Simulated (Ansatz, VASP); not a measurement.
## HfB2: VASP beside Ansatz

File INCAR:

```
ALGO = Normal
EDIFF = 1E-6
ENCUT = 520
GGA = PS
ISIF = 2
ISMEAR = -1
LASPH = T
LCHARG = F
LREAL = F
LWAVE = F
NBANDS = 15
NELM = 60
PREC = Accurate
SIGMA = 0.03
```

File KPOINTS:

```
k-points
0
Gamma
  15 15 12
```

File POSCAR:

```
HfB2
1.0
    3.0975624645      0.0000000000      0.0000000000
   -1.5487812323      2.6825677840      0.0000000000
    0.0000000000      0.0000000000      3.4329672075
Hf B
1 2
Direct
    0.0000000000      0.0000000000      0.0000000000
    0.3333333333      0.6666666667      0.5000000000
    0.6666666667      0.3333333333      0.5000000000
```

Input for Ansatz:

```yaml
crystal:
  lattice:
    - [3.0975624645, 0.0, 0.0]
    - [-1.5487812323, 2.682567784, 0.0]
    - [0.0, 0.0, 3.4329672075]
  atoms:
    - { symbol: Hf, position: [0.0, 0.0, 0.0] }
    - { symbol: B, position: [0.3333333333, 0.6666666667, 0.5] }
    - { symbol: B, position: [0.6666666667, 0.3333333333, 0.5] }
kpoints:
  mp_grid: { grid: [15, 15, 12] }
  band_path:
    path:
      - [0.0, 0.0, 0.0]
      - [0.5, 0.0, 0.0]
      - [0.3333333333, 0.3333333333, 0.0]
      - [0.0, 0.0, 0.0]
      - [0.0, 0.0, 0.5]
      - [0.5, 0.0, 0.5]
      - [0.3333333333, 0.3333333333, 0.5]
      - [0.0, 0.0, 0.5]
      - [0.5, 0.0, 0.5]
    npoints: 5
scf:
  occupations: { method: fermi_dirac, width: 0.03 }
hamiltonian:
  xc: pbesol
  pseudopotentials: { kind: all_electron, lapw: { basis_error: 0.001 } }
output:
  forces: true
  stress: true
  eigenvalues: true
```

Change from the starting cell: volume scaled by 0.96.

Alike in both runs: task single point; functional PBEsol; k mesh 15 × 15 × 12; occupations fermi-dirac, width 0.03 eV; no spin polarisation.

```csv
,VASP,Ansatz
version,VASP 6.6.1,Ansatz 0.2.0
potentials or method,"VASP PAW PBE potentials, release 64 (Hf_pv, B)","all-electron LAPW, scalar-relativistic"
plane-wave cutoff (eV),520,see its input
```

Ansatz gave:

| Property | Result |
| --- | --- |
| pressure (GPa) | 6.5 |
| largest component of the traceless stress (GPa) | 1.83 |

Problem. What did VASP give for the same quantities?

Solution. Pressure (GPa): 6.5; largest component of the traceless stress (GPa): 1.59.

Ansatz ran all-electron here, so the differences hold the error of VASP's frozen core and of both bases.

Caveats: the PAW data sets were made with another functional, which shifts forces and pressure a little (VASP). The runs have no spin-orbit coupling, so splittings on Hf are missing.
